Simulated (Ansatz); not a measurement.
# AlN: the cell at several levels of theory

The task here is to estimate one member of a computed series from the others.

The COD entry's cell or inner coordinates are ideal or old and differ from later refinements, so a difference from it is no clean test against experiment.

Program: Ansatz 0.2.0. PAW datasets, plane waves, zero pressure. Spin-unpolarised throughout; all numbers are computed.

**Starting point**

The symmetry is P6_3mc (No. 186, hexagonal); conventional cell a = 3.113 Å, c = 4.981 Å, 10.45 Å³ an atom. Near Al stand 4 N at 1.89 Å; near N stand 4 Al at 1.89 Å.

The structure in full:

```xyz
4
Lattice="3.1130 0.0000 0.0000 -1.5565 2.6959 0.0000 0.0000 0.0000 4.9810" Properties=species:S:1:pos:R:3 pbc="T T T"
Al    0.0000    1.7973    0.0000
Al    1.5565    0.8986    2.4905
N     0.0000    1.7973    1.8928
N     1.5565    0.8986    4.3833
```

The first run:

Input file input.yaml:

```yaml
crystal:
  lattice:
    - [3.113, 0.0, 0.0]
    - [-1.5565, 2.695937082, 0.0]
    - [0.0, 0.0, 4.981]
  atoms:
    - { symbol: Al, position: [0.3333333333, 0.6666666667, 0.0] }
    - { symbol: Al, position: [0.6666666667, 0.3333333333, 0.5] }
    - { symbol: "N", position: [0.3333333333, 0.6666666667, 0.38] }
    - { symbol: "N", position: [0.6666666667, 0.3333333333, 0.88] }
kpoints:
  mp_grid: { grid: [12, 12, 6] }
hamiltonian:
  xc: pbe
scf:
  occupations: { method: fermi_dirac, width: 0.02 }
relax:
  f_tol: 0.005
  cell: {}
```

Launch:

```bash
$ ansatz run input.yaml --threads 2 --pin off --max-ram 4608MiB --backend cpu --events-out ev --progress --plain --runs-dir out
```

Among the steps run: Relaxing with PBE; Relaxation with r2SCAN; Relaxation with PBEsol; LDA: cell and atoms; Relaxing with HSE06.

One table of the session follows, with a row left open; its other results are not shown here.

| level | a (Å) | c (Å) | volume (Å³/atom) |
| --- | --- | --- | --- |
| PBE | 3.130 | 5.018 | 10.645 |
| r2SCAN | 3.107 | 4.979 | 10.403 |
| PBEsol | ? | ? | ? |
| LDA | 3.089 | 4.943 | 10.211 |
| HSE06 | 3.105 | 4.968 | 10.371 |

Estimate the missing values for PBEsol.

As computed: a (Å): 3.114; c (Å): 4.984; volume (Å³/atom): 10.462. In the column «a (Å)» it lies between r2SCAN (3.107) and PBE (3.130).
